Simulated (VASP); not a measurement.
# Gd: equation of state with PBE

Gd:

```
Gd
1.0
     3.63600    0.00000    0.00000
    -1.81800    3.14887    0.00000
     0.00000    0.00000    5.78260
Gd
2
Direct
  0.66667 0.33333 0.75000
  0.33333 0.66667 0.25000
```

- Program: VASP 6.6.1
- Task: equation of state
- Functional: PBE
- Potentials or basis: VASP PAW PBE potentials, release 64 (Gd)
- Cutoff: 520 eV
- k mesh: 8 × 8 × 5
- Occupations: fermi-dirac, width 0.05 eV
- Spin: collinear spin, ferromagnetic start
- Starting moments: [7.0, 7.0] μB

```
Equilibrium volume                        : 33.70 Å³/atom
Bulk modulus at fixed shape and positions : 34 GPa
Pressure derivative of the bulk modulus   : 3.2
```

Energy against volume, from the lowest point:
```csv
volume (Å³/atom),energy (meV/atom)
31.117,23.85
31.779,12.82
32.441,5.36
33.103,1.17
33.765,0.00
34.427,1.62
35.090,5.78
```

All runs of the series together: 43 min on 1 thread of Intel(R) Xeon(R) Platinum 8488C (Sapphire Rapids), with other jobs on the host.

Caveat: the cell was scaled at fixed shape and fractional positions, which overstates the stiffness of a crystal with free parameters, most of all of layers and chains. The state reached can hang on the start; a lower one may exist.
